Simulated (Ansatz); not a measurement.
All numbers below come from DFT r2SCAN, scalar-relativistic, plane waves, PAW (Ansatz).

Structure of NbC:

```yaml
crystal:
  lattice:
    - [0.00000, 2.24091, 2.24091]
    - [2.24091, 0.00000, 2.24091]
    - [2.24091, 2.24091, 0.00000]
  atoms:
    - { symbol: Nb, position: [0.00000, 0.00000, 0.00000] }
    - { symbol: C, position: [0.50000, 0.50000, 0.50000] }
```

Cutoff 500 eV; k points 16×16×16 on the computed 2-atom cell (Γ-centred); Gaussian smearing, width 0.10 eV; no spin polarisation.

Levels along Γ–X–U | K–Γ–L–W–X, in eV from the Fermi level, sorted by energy at each point. Points in fractions of the primitive reciprocal vectors: Γ (0.000 0.000 0.000), X (0.500 0.000 0.500), U (0.625 0.250 0.625), K (0.375 0.375 0.750), L (0.500 0.500 0.500), W (0.500 0.250 0.750).
```tsv
point	k (1/Å, with 2π)	band 7	band 8	band 9	band 10	band 11	band 12	band 13
Γ	0.000	-1.29	-1.29	-0.32	-0.32	-0.32	0.34	0.34
-	0.200	-1.68	-1.68	-1.50	0.31	0.31	0.41	2.18
-	0.401	-2.09	-2.09	-2.01	0.62	1.39	1.39	3.96
-	0.601	-2.66	-2.26	-2.26	0.92	2.46	2.46	5.25
-	0.801	-3.28	-2.17	-2.17	1.29	3.25	3.25	6.18
-	1.001	-3.77	-1.91	-1.91	1.64	3.53	3.53	6.78
-	1.202	-4.08	-1.61	-1.61	1.91	3.44	3.44	6.80
X	1.402	-4.10	-1.47	-1.47	2.00	3.33	3.33	6.58
-	1.473	-4.11	-1.58	-1.46	2.14	3.32	3.34	6.57
-	1.544	-4.14	-1.85	-1.42	2.50	3.27	3.36	6.54
-	1.614	-4.18	-2.21	-1.33	3.02	3.19	3.40	6.49
-	1.685	-4.24	-2.60	-1.19	3.08	3.44	3.63	6.41
-	1.756	-4.30	-3.00	-0.96	2.94	3.48	4.30	6.30
-	1.827	-4.37	-3.38	-0.66	2.77	3.52	5.00	6.16
U	1.898	-4.44	-3.73	-0.29	2.58	3.54	5.72	5.99
K	1.898	-4.44	-3.73	-0.29	2.58	3.54	5.72	5.99
-	2.110	-4.58	-4.54	1.12	1.90	3.48	5.37	7.76
-	2.322	-4.93	-4.55	1.12	2.38	3.13	4.73	9.03
-	2.535	-4.85	-4.27	0.35	2.35	2.56	4.16	8.61
-	2.747	-4.30	-3.71	-0.33	1.35	1.86	3.32	6.80
-	2.960	-3.29	-2.90	-0.85	0.29	1.09	2.35	4.50
-	3.172	-1.96	-1.85	-1.18	-0.40	0.28	1.27	2.18
Γ	3.385	-1.29	-1.29	-0.32	-0.32	-0.32	0.34	0.34
-	3.558	-1.63	-1.63	-0.86	-0.86	0.07	1.49	1.49
-	3.731	-2.67	-2.67	-0.61	-0.61	0.54	3.05	3.05
-	3.905	-3.62	-3.62	-0.06	-0.06	0.99	4.67	4.67
-	4.078	-4.39	-4.39	0.64	0.64	1.54	6.28	6.28
-	4.252	-4.94	-4.94	1.38	1.38	2.27	7.72	7.72
-	4.425	-5.28	-5.28	1.99	1.99	3.16	6.92	8.81
L	4.599	-5.39	-5.39	2.23	2.23	3.74	6.14	9.25
-	4.740	-5.33	-5.32	2.08	2.21	3.66	6.44	9.07
-	4.882	-5.16	-5.12	1.77	2.14	3.48	7.03	8.59
-	5.024	-4.90	-4.89	1.51	1.94	3.36	7.10	7.91
-	5.165	-4.73	-4.60	1.41	1.67	3.36	6.61	7.10
-	5.307	-4.62	-4.40	1.45	1.50	3.40	6.04	6.28
-	5.448	-4.58	-4.42	1.54	1.55	3.38	5.62	5.63
W	5.590	-4.57	-4.57	1.61	1.61	3.34	5.38	5.46
-	5.690	-4.59	-4.52	1.03	2.13	3.34	5.04	5.75
-	5.790	-4.44	-4.39	0.44	2.58	3.34	4.60	6.01
-	5.890	-4.35	-3.82	-0.14	2.91	3.34	4.08	6.23
-	5.990	-4.25	-3.12	-0.66	3.13	3.34	3.48	6.39
-	6.091	-4.17	-2.38	-1.08	2.83	3.25	3.33	6.50
-	6.191	-4.12	-1.75	-1.37	2.26	3.32	3.33	6.56
X	6.291	-4.10	-1.47	-1.47	2.00	3.33	3.33	6.58
```

Cost: 1 run of about 0.34 core-minutes, on Intel Xeon Platinum 8488C (Sapphire Rapids) (shared hosts).